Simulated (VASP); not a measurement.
Write the native input for VASP 6.6.1 that does the following.

* Task: band structure
* Functional: TB-mBJ
* Potentials or basis: VASP PAW PBE potentials, release 64 (Sn_d, Ge_d)
* Cutoff: 520 eV
* k mesh: 6 × 6 × 6
* Occupations: gaussian, width 0.03 eV
* Spin: no spin polarisation
* Further INCAR settings: ALGO = Normal; EDIFF = 1e-07; NBANDS = 126

SnGe7:

```
Sn Ge
1.0
    -0.00633    5.78713   -5.80037
     5.78080    5.78080    0.00000
     5.78713   -0.00633   -5.80037
Sn Ge
2 14
Direct
  0.50037 0.99963 0.50037
  0.50037 0.49963 0.50037
  0.00035 0.00002 0.49960
  0.00035 0.50002 0.49960
  0.49960 0.00002 0.00035
  0.49960 0.50002 0.00035
  0.00054 0.99946 0.00054
  0.00054 0.49946 0.00054
  0.36538 0.38462 0.36538
  0.36538 0.88462 0.36538
  0.88833 0.37082 0.37004
  0.88833 0.87082 0.37004
  0.37004 0.37082 0.88833
  0.37004 0.87082 0.88833
  0.87539 0.37461 0.87539
  0.87539 0.87461 0.87539
```

The cell was built by a generator and needn't be a form met in nature.

One way to write it, as run:

POSCAR

```
SnGe7                                   
1.0
   -0.0063261107      5.7871292874     -5.8003695442
    5.7808031767      5.7808031767      0.0000000000
    5.7871292874     -0.0063261107     -5.8003695442
  Sn              Ge            
     2    14
Direct
     0.5003662318305058    0.9996337681694942    0.5003662318305058
     0.5003662318305058    0.4996337681694942    0.5003662318305058
     0.0003513480525039    0.0000246590477528    0.4995993338519976
     0.0003513480525039    0.5000246590477527    0.4995993338519976
     0.4995993338519976    0.0000246590477528    0.0003513480525039
     0.4995993338519976    0.5000246590477527    0.0003513480525039
     0.0005399913318569    0.9994600086681432    0.0005399913318569
     0.0005399913318569    0.4994600086681431    0.0005399913318569
     0.3653837923231977    0.3846162076768023    0.3653837923231977
     0.3653837923231977    0.8846162076768024    0.3653837923231977
     0.8883275263375265    0.3708155377447801    0.3700413981729062
     0.8883275263375265    0.8708155377447802    0.3700413981729062
     0.3700413981729062    0.3708155377447801    0.8883275263375265
     0.3700413981729062    0.8708155377447802    0.8883275263375265
     0.8753903780994983    0.3746096219005015    0.8753903780994983
     0.8753903780994983    0.8746096219005017    0.8753903780994983
```

INCAR.step1

```
PREC     = Accurate       # precision mode
ENCUT    = 520            # plane-wave cutoff, eV
EDIFF    = 1E-5           # SCF threshold, eV
ISMEAR   = 0              # smearing method
SIGMA    = 0.03           # smearing width, eV
LREAL    = False          # projectors in reciprocal space
LASPH    = True           # aspherical terms in the spheres
NELM     = 80             # most SCF steps
ALGO     = Normal         # electronic algorithm
ISIF     = 2              # what is computed and relaxed
LWAVE    = True           # write WAVECAR
LCHARG   = False          # write CHGCAR
NBANDS   = 126            # bands
KPAR     = 4            
GGA      = PE             # functional
```

INCAR.step2

```
PREC     = Accurate       # precision mode
ENCUT    = 520            # plane-wave cutoff, eV
EDIFF    = 1E-7           # SCF threshold, eV
ISMEAR   = 0              # smearing method
SIGMA    = 0.03           # smearing width, eV
LREAL    = False          # projectors in reciprocal space
LASPH    = True           # aspherical terms in the spheres
NELM     = 80             # most SCF steps
ALGO     = Normal         # electronic algorithm
ISIF     = 2              # what is computed and relaxed
LWAVE    = False          # write WAVECAR
LCHARG   = False          # write CHGCAR
METAGGA  = MBJ            # meta-GGA
NBANDS   = 126            # bands
KPAR     = 4            
ISTART   = 1
```

KPOINTS

```
regular mesh
0
Gamma
  6 6 6
```

KPOINTS_OPT

```
explicit points
6
Reciprocal
 0.0000000000  0.0000000000  0.0000000000 1
 0.3750000000  0.3750000000  0.7500000000 1
 0.5000000000  0.5000000000  0.5000000000 1
 0.6250000000  0.2500000000  0.6250000000 1
 0.5000000000  0.2500000000  0.7500000000 1
 0.5000000000  0.0000000000  0.5000000000 1
```

Potentials or basis: VASP PAW PBE potentials, release 64 (Sn_d, Ge_d).

Launch:

```sh
$ cat potpaw_PBE.64/Sn_d/POTCAR potpaw_PBE.64/Ge_d/POTCAR > POTCAR
$ cp INCAR.step1 INCAR
$ mpirun -np 4 vasp_std > vasp.out
$ cp INCAR.step2 INCAR
$ mpirun -np 4 vasp_std > vasp.out
```

Results of the run:

```yaml
Band_gap_on_the_k_mesh: 0.12 eV
Band_gap_along_the_path: 0.12 eV
```

Caveat: spin-orbit coupling is left out, which moves the levels of the heavy elements.

It took 41 min on 4 MPI ranks on AMD EPYC 9R45 (Zen 5), with other jobs on the host, peak memory 2.5 GiB a rank.
